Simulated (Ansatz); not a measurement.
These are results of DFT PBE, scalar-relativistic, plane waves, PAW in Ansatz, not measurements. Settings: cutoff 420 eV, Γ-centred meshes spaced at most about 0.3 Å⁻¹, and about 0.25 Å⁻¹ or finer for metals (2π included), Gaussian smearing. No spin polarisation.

The zero of energy is the elements' standard structures at the same level; no fitted shifts are applied.

All energies are static (0 K, no zero-point motion). Larger cells and other orderings weren't all tried, so the list isn't exhaustive.

A search for ScAl4 gave 4 distinct relaxed structures. Coordination counts all near atoms (those within 1.25 times the shortest distance at each site; a plus sign parts nearer from farther groups; a slash parts the counts of unlike sites). Cells relaxed within their symmetry can be saddle points.

Problem. What is the best candidate for ScAl4?

Solution. The one with Sc and Al ordered on fcc sites, space group I4/m (No. 87), reached from: Sc and Al ordered on fcc sites. It has a = 6.639 Å, c = 4.017 Å, 17.7 Å³/atom, no gap on the mesh. Around Sc lie 12 Al at 2.91–2.99 Å; around Al lie 9 Al at 2.87–2.99 Å and 3 Sc at 2.91–2.99 Å. Its energy over the elements is −0.21 eV/atom. Whether it is stable depends on the other phases of the system, which aren't compared here. An observed structure of this formula, if there is one, may be missing.

```xyz
5
Lattice="-3.3196 3.3196 2.0085 3.3196 -3.3196 2.0085 3.3196 3.3196 -2.0085" Properties=species:S:1:pos:R:3 pbc="T T T"
Sc    0.0000    0.0000    2.0085
Al    2.6864    1.3041    2.0085
Al   -1.3041    2.6864    2.0085
Al    4.6237    0.6332    0.0000
Al    0.6332    2.0155    0.0000
```

Problem. How much higher is the I4/mmm structure with 17.7 Å³/atom and coordination Sc 12, Al 12 (reached from: Sc and Al ordered on bcc sites, changed on relaxing)?

Solution. 74 meV/atom. It has no gap on its mesh.

Problem. How much higher is the Pm-3m structure with 29.5 Å³/atom and coordination Sc 6, Al 2/12+8 (reached from: random cell)?

Solution. 1.26 eV/atom. It has no gap on its mesh.
